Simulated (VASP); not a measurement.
**As: single point with PBE+D3(BJ)**

Slab: As, a slab with vacuum.

```xyz
2
Lattice="3.5794 0.0000 0.0000 -1.7897 3.0998 0.0000 0.0000 0.0000 28.5742" Properties=species:S:1:pos:R:3 pbc="T T T"
As    0.0000    2.0666   13.5905
As    1.7897    1.0333   14.9837
```

The slab is cut from a database's or a generator's crystal, which needn't be the stable form of the element.

```yaml
Program: VASP 6.6.1
Task: single point
Functional: PBE
Dispersion: D3(BJ)
Potentials_or_basis: VASP PAW PBE potentials, release 64 (As)
Cutoff: 520 eV
k_mesh: 9 × 9 × 1
Occupations: gaussian, width 0.02 eV
Spin: no spin polarisation
```

* Largest force: 0.121 eV/Å
* Band gap on the k mesh: 1.58 eV, indirect (least direct gap 2.02 eV)
* Dispersion energy per atom: -0.211 eV
* Ionisation potential of the upper face: 5.33 eV

Forces on the atoms (eV/Å):
```
As   0.000  0.000 -0.121
As   0.000  0.000  0.121
```

Levels at points of the mesh, in eV from the valence-band top:
| k point | band 1 | band 2 | band 3 | band 4 | band 5 | band 6 | band 7 | band 8 | band 9 | band 10 |
| --- | --- | --- | --- | --- | --- | --- | --- | --- | --- | --- |
| (0.00, 0.00, 0.00) | -13.63 | -7.22 | -0.63 | 0.00 | 0.00 | 2.02 | 3.53 | 3.53 | 4.80 | 5.06 |

Wall time 61 s on 1 thread of Intel(R) Xeon(R) Platinum 8488C (Sapphire Rapids), on a shared host, peak memory 0.41 GiB.
